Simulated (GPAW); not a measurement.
CdTe: G0W0 quasiparticle levels with PBEsol

CdTe:

```xyz
2
Lattice="0.0000 3.2050 3.2050 3.2050 0.0000 3.2050 3.2050 3.2050 0.0000" Properties=species:S:1:pos:R:3 pbc="T T T"
Te    1.6025    1.6025    1.6025
Cd    0.0000    0.0000    0.0000
```

```yaml
Program: GPAW 26.7.0
Task: G0W0 quasiparticle levels
Functional: PBEsol
Potentials_or_basis: PAW data sets generated in the run's folder for this functional
Cutoff: 500 eV
Basis: pw
k_mesh: 4 × 4 × 4
Occupations: fermi-dirac, width 0.05 eV
Spin: no spin polarisation
Response_ecut: 150 eV
Frequency: ppa
Extrapolate: yes
Vertex: none
Qp_bands: 2
Integrate_gamma: WS
All_k: no
Domega0: 0.15 eV
Omega2: 20 eV
Maxiter: 75
Response_bands: 274
```

```json
{"Band gap on the k mesh, mean-field level": "0.74 eV, direct", "Quasiparticle gap": "1.59 eV", "Least direct quasiparticle gap": "1.59 eV"}
```

Levels at points of the mesh, in eV from the valence-band top:
```csv
k point,band 5,band 6,band 7,band 8,band 9,band 10,band 11,band 12,band 13,band 14
"(0.00, 0.00, 0.00)",-8.07,-8.07,0.00,0.00,0.00,0.74,4.50,4.50,4.50,7.34
"(0.50, 0.50, 0.00)",-8.04,-7.55,-4.52,-2.02,-2.02,2.40,2.59,8.88,9.23,9.23
"(0.50, 0.50, 0.50)",-8.06,-7.70,-4.68,-0.84,-0.84,1.75,5.11,5.11,6.92,8.64
```

Run time: 9 min on 1 thread of Arm Neoverse V1, on a shared host, peak memory 0.49 GiB.

Caveat: the k mesh is coarse (spacing up to 0.42 Å⁻¹), so the values aren't converged; the quasiparticle gap is taken among the few k points that were corrected; the long-wavelength limit can be off by several per cent where d states take part; spin-orbit coupling is left out, which moves the levels of the heavy elements.
